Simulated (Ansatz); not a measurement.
# Palladium, simple cubic under revPBE: from relaxation to bulk modulus

The plan for palladium in the simple cubic structure: relax it, solve it on a dense k-mesh, then scale the cell to 7 volumes from 88 to 112 % of the relaxed one and try a fit of the equation of state. The start is ferromagnetic. The k-meshes are 12×12×12 for the relaxation; 19×19×19 for the dense run; 13×13×13 for the volumes.

This is Pd in the simple cubic structure; at room conditions it is fcc.

Method: DFT revPBE, plane waves (420 eV) with PAW, scalar-relativistic; PBE-made PAW files, in Ansatz 0.2.0.

**1. The system as given**

It takes space group Pm-3m (No. 221, cubic). Conventional cell: a = 2.514 Å, b = 2.514 Å, c = 2.514 Å, α = 90.00°, β = 90.00°, γ = 90.00°. Around Pd (site symmetry m-3m) lie 6 Pd at 2.51 Å.

As a file:

```
Pd
1.0
     2.51410    0.00000    0.00000
     0.00000    2.51410    0.00000
     0.00000    0.00000    2.51410
Pd
1
Direct
  0.00000 0.00000 0.00000
```

Starting moments (μB): +0.5.

**2. Relaxation of the cell**

input.yaml

```yaml
crystal:
  lattice:
    - [2.5140960172, 0.0, 0.0]
    - [0.0, 2.5140960172, 0.0]
    - [0.0, 0.0, 2.5140960172]
  atoms:
    - { symbol: Pd, position: [0.0, 0.0, 0.0], spin: 0.5 }
hamiltonian:
  xc: revpbe
  pseudopotentials:
    kind: paw
    azcp:
      Pd: "pseudopotentials/Pd.paw.azcp"
basis:
  ecutwfc: 420
  fft_grid_basis: typed
kpoints:
  mp_grid: { grid: [12, 12, 12], shift: [0, 0, 0] }
magnetization:
  spin_polarized: true
scf:
  occupations: { method: fermi_dirac, width: 0.05 }
relax:
  max_steps: 60
  f_tol: 0.01
  cell: {}
```

Further steps of the session: Single point on a dense mesh; At 88 % of the relaxed volume; At 92 % of the relaxed volume; At 96 % of the relaxed volume; At 100 % of the relaxed volume; At 104 % of the relaxed volume; At 108 % of the relaxed volume; At 112 % of the relaxed volume.

**Question.** What will these runs give? Wanted: space group; conventional cell; volume; shortest distance; gap on the mesh; magnetic state; relative to fcc; V₀, B₀, B₀′.

The runs gave:

| quantity | value |
| --- | --- |
| space group (spins left aside) | Pm-3m (No. 221) |
| conventional cell | a = 2.636 Å |
| volume | 18.306 Å³/atom |
| shortest distance | 2.636 Å |
| gap on the mesh | none (levels filled in part) |
| magnetic state | non-magnetic |
| relative to fcc | +483 meV/atom |
| V₀, B₀, B₀′ | 18.257 Å³/atom, 110 GPa, 5.5 |

**Reading.** The relaxation enlarged the cell by 15.2 % in volume. It lies 483 meV/atom above the element's reference form at the same level (fcc, from a run of its own). The moments die out: the run ends non-magnetic. Levels at the Fermi energy are filled in part, as in a metal. The fitted modulus is 110 GPa. The symmetry was held, so the structure may be unstable against distortions that break it.
